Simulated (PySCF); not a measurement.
Unknown compound

The spectra below were simulated for a compound C7H8O.

¹H NMR (600 MHz, computed): δ 7.76 (m, 2H), 7.63 (m, 2H), 7.55 (m, 1H), 4.79 (s, 2H), 0.48 (br s, 1H).

¹³C{¹H} NMR (computed): δ 151.7 (C), 135.2 (CH), 134.2 (CH), 133.0 (CH), 72.0 (CH2).

Method: shieldings: GIAO B97-2/pcSseg-2, geometry from PBE0-D3(BJ)/def2-TZVP, in PySCF 2.14 (a single conformation, fast rotation and ring inversion assumed for equivalent nuclei, non-relativistic, in vacuum).

Referencing at the same level of theory: TMS for ¹H, ¹³C.

**Question.** Propose a structure and justify it.

**Answer.** 
Rings plus π bonds: 4 (1 ring in the answer). 5 carbon signals for 7 carbons: some carbons are equivalent by symmetry or fast rotation. Carbon types of the structure: 1 × C, 5 × CH, 1 × CH2, leaving 1 H on heteroatoms. δC 151.7: substituted aromatic carbon. δC 135.2, 134.2, 133.0: aromatic CH; the aromatic region. δC 72.0: sp3 CH2 bonded to O, on an aromatic ring; pulled downfield by the heteroatom. δH 7.76, 7.63, 7.55: hydrogen on an aromatic CH; ring-current deshielding. δH 4.79: hydrogen on an sp3 CH2 bonded to O, on an aromatic ring; its carbon carries O, which withdraws density. δH 0.48: hydrogen on an alcohol oxygen; exchangeable, gas-phase position.

Structure: SMILES OCc1ccccc1.

This is the structure that produced the data.

OH/NH shifts are gas-phase values; hydrogen bonding in solution moves them, usually downfield. Shifts are as computed. Against solution values, carbons near 30 ppm lie about +3 ppm off and those near 130 ppm about +7 ppm. Of 1309 compounds with measured shifts, 239 miss one by over three times the rms of a fit or turn the order of signals round; such compounds aren't used in these exercises. No couplings were computed; multiplicities are counted from neighbouring protons, with m where these are inequivalent, close in shift, in a saturated or five-membered ring or joined by F or P, and br s for small geminal =CH2 splittings.
